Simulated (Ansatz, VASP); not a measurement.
# Two plane-wave programs on PtSe2

```xyz
3
Lattice="3.7287 0.0000 0.0000 -1.8643 3.2291 0.0000 0.0000 0.0000 5.2772" Properties=species:S:1:pos:R:3 pbc="T T T"
Pt    0.0000    0.0000    0.0000
Se    0.0000    2.1527    1.2993
Se    1.8643    1.0764    3.9778
```

Alike in both runs: task single point; functional PBE; k mesh 6 × 6 × 4; occupations fermi-dirac, width 0.02 eV; no spin polarisation.

|  | VASP | Ansatz |
| --- | --- | --- |
| version | VASP 6.6.1 | Ansatz 0.2.0 |
| potentials or method | VASP PAW PBE potentials, release 64 (Pt, Se) | plane waves |
| plane-wave cutoff (eV) | 520 | 600 |
| valence electrons in the cell | 22 | 50 |

```tsv
	VASP	Ansatz	Ansatz less VASP
pressure (GPa)	3.8	3.8	+0.02
largest component of the traceless stress (GPa)	1.19	1.19	0.000
rms of the force components (eV/Å)	0.081	0.080	-0.0015
```

Atom by atom the forces differ by 0.002 eV/Å (rms over components). The two sets of potentials don't hold the same shells in valence.

The runs have no spin-orbit coupling, so splittings on Pt are missing.
